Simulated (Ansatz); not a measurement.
Ag under pressure: fit and missing row

Ag, P6_3/mmc, a = 2.867 Å, c = 9.365 Å. This isn't the element's structure at ambient conditions. Ansatz: PBEsol, PAW, 420 eV, Γ-centred 18×18×6 mesh on 4 atoms, Gaussian smearing 0.10 eV; no spin polarisation. Cell and atoms are relaxed at each pressure, and no other structure is tried, so the rows at high pressure may lie past a change of phase.

```tsv
V (Å³/atom)	P (GPa)
?	39.98
14.787	19.98
15.556	10.00
16.052	5.00
16.402	2.03
16.672	0.00
16.970	-2.00
```

Take V0 = 16.672 Å³/atom, fit the third-order Birch–Murnaghan form to the other rows, and predict the missing volume.

With the Eulerian strain f = ½[(V0/V)^(2/3) − 1] and y = P/[3f(1 + 2f)^(5/2)], the form is the line y = B0 + 1.5 B0 (B0′ − 4) f. Rows (f, y): 0.04164, 131.0; 0.02364, 125.6; 0.01279, 122.3; 0.00547, 120.4; -0.00587, 117.0. Means f = 0.01553, y = 123.26; Σ(Δf)² = 0.001314, ΣΔfΔy = 0.3864; the slope is their ratio. y = 118.7 + 294.1 f GPa, so B0 = 118.7 GPa and B0′ = 4 + 2 × (294.1)/(3 × 118.7) = 5.65. P = 39.98 GPa is met at f = 0.06928 (y = 139.08), so V = V0 (1 + 2f)^(−3/2) = 13.723 Å³/atom. The run gave 13.722 Å³/atom, so the fit is 0.001 Å³/atom too high, a small miss on the scale of the series. The form still works here, 91 % of the fitted range beyond its end.